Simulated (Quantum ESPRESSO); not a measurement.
Zn: relaxation of cell and atoms with PBEsol

Zn:

```xyz
1
Lattice="0.0000 1.9648 1.9648 1.9648 0.0000 1.9648 1.9648 1.9648 0.0000" Properties=species:S:1:pos:R:3 pbc="T T T"
Zn    0.0000    0.0000    0.0000
```

This isn't the form of Zn at room conditions, which is hcp.

```yaml
Program: Quantum ESPRESSO 7.5
Task: relaxation of cell and atoms
Functional: PBEsol
Potentials_or_basis: GBRV 1.5 PBEsol
Cutoff: 871 eV
Density_cutoff: 7007 eV
k_mesh: 12 × 12 × 12
Occupations: fermi-dirac, width 0.05 eV
Spin: no spin polarisation
Target_pressure: 10 GPa
Mixing_beta: 0.5
Most_SCF_iterations: 120
SCF_threshold: 2e-10 Ry
Most_ionic_steps: 40
Forc_conv_thr: 0.0004 Ry/bohr
Etot_conv_thr: 1e-05 Ry
Ion_dynamics: bfgs
Cell_dynamics: bfgs
Press_conv_thr: 0.3 kbar
```

```yaml
Relaxed_volume: 12.86 Å³/atom
Relaxed_cell: a = 2.630 Å, b = 2.630 Å, c = 2.630 Å, α = 60.00°, β = 60.00°, γ = 60.00°
Space_group_after_relaxing_to_0.05_Å: Fm-3m (No. 225)
Energy_change_on_relaxing_the_enthalpy_is_what_falls: +14.4 meV/atom
Ionic_steps: 6
Pressure_after_relaxing: 10.4 GPa
Band_gap_on_the_k_mesh: none (metal or under the smearing width)
```

The path:
```
step  energy change (eV)  largest force (eV/Å)  pressure (GPa)  volume (Å³)
   1              0.0000                0.0000           -5.25        15.17
   2             -0.0195                0.0000            0.28        14.02
   3              0.0499                0.0000           15.49        12.41
   4              0.0091                0.0000            9.05        12.95
   5              0.0140                0.0000            9.93        12.86
   6              0.0144                0.0000           10.00        12.86
```

Final structure:
```
Zn
1.0
     0.00000    1.85939    1.85939
     1.85939    0.00000    1.85939
     1.85939    1.85939    0.00000
Zn
1
Direct
  0.00000 0.00000 0.00000
```

Levels at points of the mesh, in eV from the Fermi level:
| k point | band 8 | band 9 | band 10 | band 11 | band 12 | band 13 |
| --- | --- | --- | --- | --- | --- | --- |
| (0.00, 0.00, 0.00) | -8.10 | -7.57 | -7.57 | 19.68 | 20.53 | 20.53 |
| (0.00, 0.00, -0.50) | -7.19 | -7.19 | -3.71 | -1.10 | 17.17 | 17.17 |
| (0.00, -0.50, -0.50) | -7.09 | -7.09 | -1.52 | 2.35 | 9.17 | 9.17 |

It took 39 s on 2 MPI ranks on Arm Neoverse V2 (shared host), peak memory 0.18 GiB a rank.

Caveat: the volume moved by over 15 % at a fixed basis, so the end points are rough.
